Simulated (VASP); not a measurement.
Input of a VASP 6.6.1 run:

INCAR

```
SYSTEM = Ca
  PREC = Accurate
  ENCUT = 520
  EDIFF = 1E-7
  ISMEAR = -1
  SIGMA = 0.1
  LREAL = .FALSE.
  LASPH = .TRUE.
  NELM = 80
  ALGO = Fast
  ISIF = 2
  LWAVE = .FALSE.
  LCHARG = .FALSE.
  NBANDS = 17
```

The input KPOINTS:

```
regular mesh
0
G
  11 11 11
  0 0 0
```

Contents of POSCAR:

```
Ca
1.0
    0.0000000000      4.1199991061      4.1199991061
    4.1199991061      0.0000000000      4.1199991061
    4.1199991061      4.1199991061      0.0000000000
Ca
2
Direct
    0.1250000000      0.1250000000      0.1250000000
    0.8750000000      0.8750000000      0.8750000000
```

Potentials or basis: VASP PAW LDA potentials, release 64 (Ca_sv).

Launch:

```bash
$ cat potpaw_LDA.64/Ca_sv/POTCAR > POTCAR
$ mpirun -np 1 vasp_std > vasp.out
```

(1) Predict the band gap on the k mesh.

(2) What does it give for the pressure?

Results:

(1) none (metal or under the smearing width).

(2) 0.0 GPa.
